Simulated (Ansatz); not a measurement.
ZnAu: moving Au off its site

ZnAu, Pm-3m, a = 3.147 Å (as given, not relaxed at this level: -2.5 GPa). The structure is a COD entry; whether it is the stable form wasn't checked. Ansatz: PBEsol, PAW, 420 eV, Γ-centred 16×16×16 mesh on 2 atoms, Gaussian smearing 0.15 eV; no spin polarisation.

```
Zn Au
1.0
     3.14700    0.00000    0.00000
     0.00000    3.14700    0.00000
     0.00000    0.00000    3.14700
Zn Au
1 1
Direct
  0.50000 0.50000 0.50000
  0.00000 0.00000 0.00000
```

Atom 2 (Au) moves by x along the unit vector (0.707, -0.707, 0.000), with its periodic images; all else is held. y is the free energy of the cell over the start, F the force along the path summed over the moved atoms. Symmetry makes y even in x.

| x (Å) | y (meV) | F (eV/Å) |
| --- | --- | --- |
| -0.3000 | ? | ? |
| -0.1500 | 38.8 | 0.54 |
| 0.0000 | 0.0 | 0.00 |
| 0.0375 | 2.3 | -0.13 |
| 0.0750 | 9.4 | -0.25 |
| 0.1125 | 21.5 | -0.39 |
| 0.1875 | 61.9 | -0.70 |
| 0.2250 | 91.2 | -0.87 |
| 0.2625 | 127.6 | -1.07 |

Problem. Fit y = c2 x² + c4 x⁴ to the energies of the other rows, give the force constant, and predict energy and force of the missing row.

Solution. Least squares on the rows shown. y = 1663.6 x² + 2730.7 x⁴. The force constant is 2 c2 = 3.33 eV/Å², for the cell as given, at -2.5 GPa (for all images moving together, not for a lone atom). With two atoms in a cubic cell this is the optical mode at Γ (in a metal it hangs on mesh and smearing): ω = 521.5 √(2 c2/μ) = 136 cm⁻¹ for μ = 49.09 u. The force −dy/dx at the missing row is 1.29 eV/Å (computed 1.29). At x = -0.3000 the fit asked for gives 171.8 meV. The run gave 171.8 meV, the same to the digits shown.

Spin–orbit coupling is left out, which can shift energies with elements as heavy as these.